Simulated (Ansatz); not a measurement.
Free-standing sheet of BN:

```yaml
crystal:
  lattice:
    - [2.50875, 0.00144, 0.00000]
    - [1.25312, 2.17337, 0.00000]
    - [0.00000, 0.00000, 26.00000]
  periodic: [true, true, false]
  atoms:
    - { symbol: B, position: [0.49998, 0.49998, 0.50000] }
    - { symbol: N, position: [0.83332, 0.83332, 0.50000] }
```

Method: DFT PBE+D3(BJ), scalar-relativistic, plane waves, PAW in Ansatz. Settings: cutoff 420 eV, Γ-centred mesh 10×10×1 on the computed 2-atom cell, Gaussian smearing of 0.02 eV; no spin polarisation. No periodic images along c.

Without a field its gap is 4.68 eV.

(1) An external electric field is applied along +c with the atoms held. How do the gap, the energy and the largest force respond?

Answers

(1)
```csv
field (V/Å),gap,ΔE (meV/cell),largest force (eV/Å)
-0.20,4.53 eV,-1.3,0.048
+0.10,4.65 eV,-0.3,0.024
+0.20,4.53 eV,-1.3,0.048
+0.35,4.18 eV,-3.8,0.084
```